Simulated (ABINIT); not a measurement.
## CaF2 (Fluorite) in ABINIT: the effect of dispersion

CaF2 (Fluorite):

```
CELL_PARAMETERS angstrom
0.00000 2.73100 2.73100
2.73100 0.00000 2.73100
2.73100 2.73100 0.00000
ATOMIC_POSITIONS crystal
Ca 0.00000 0.00000 0.00000
F 0.75000 0.75000 0.75000
F 0.25000 0.25000 0.25000
```

Alike in all runs:

- Program: ABINIT 10.8.3 (patched build)
- Task: equation of state
- Functional: PBE
- Potentials or basis: JTH PAW PBE v2.0
- Cutoff: 626 eV
- k mesh: 8 × 8 × 8
- Occupations: fermi-dirac, width 0.05 eV
- Spin: no spin polarisation

```csv
dispersion,V0 of scaled cells (Å³/atom),B0 (GPa)
none,?,?
D3,13.72,78
D3(BJ),13.62,81
D2,13.64,78
```

Q: What does the run with dispersion none give?

A: V0 of scaled cells 13.94 Å³/atom; B0 76 GPa.

Caveats: pressures at fixed basis lie under the slope of the energies.
